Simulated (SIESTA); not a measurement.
PtS2:

```xyz
3
Lattice="3.5432 0.0000 0.0000 -1.7716 3.0685 0.0000 0.0000 0.0000 5.0388" Properties=species:S:1:pos:R:3 pbc="T T T"
Pt    0.0000    0.0000    0.0000
S     1.7716    1.0228    3.8950
S     0.0000    2.0457    1.1438
```

```yaml
Program: SIESTA 5.4.2
Task: single point
Functional: PBEsol
Potentials_or_basis: PseudoDojo 0.4 standard (PBEsol files)
Basis: DZP (energy shift 0.003 Ry; two zetas on semicore shells)
Grid_cutoff: 800 Ry
Energy_shift: 0.003 Ry
k_mesh: 9 × 9 × 5
Occupations: fermi-dirac, width 0.05 eV
Spin: no spin polarisation
```

On this cell: pressure 9.5 GPa; largest force 1.612 eV/Å; band gap on the k mesh 0.91 eV, indirect (least direct gap 0.95 eV).

The same run follows on a disturbed copy (atoms moved at random, drawn with an rms of 0.05 Å):

```
Pt S
1.0
     3.54320    0.00000    0.00000
    -1.77160    3.06850    0.00000
     0.00000    0.00000    5.03880
Pt S
1 2
Direct
  0.99943 0.99349 0.01005
  0.66718 0.33107 0.77169
  0.33506 0.67148 0.23435
```

**Question.** What changes?

**Answer.** The energy moves by -13.7 meV/atom; pressure 7.5 GPa; largest force 1.717 eV/Å; band gap on the k mesh 0.78 eV, indirect (least direct gap 0.91 eV).

Forces on the atoms (eV/Å):
```
Pt  -0.172  0.490 -0.754
S    0.021 -0.091 -0.909
S    0.151 -0.399  1.663
```

Stress tensor (GPa, compression positive):
```
 8.52 -0.25  0.41
-0.25  7.30 -0.94
 0.41 -0.94  6.77
```

Caveats: short orbitals over semicore shells can move pressures by several GPa; spin-orbit coupling is left out, which moves the levels of the heavy elements; an odd mesh through Γ misses points on the zone boundary, where band edges often lie; the basis of atomic orbitals isn't converged, which shifts pressures, moduli and gaps; forces of over 1 eV/Å show positions far from the minimum, so gaps and moduli don't describe the material at rest (some runs).
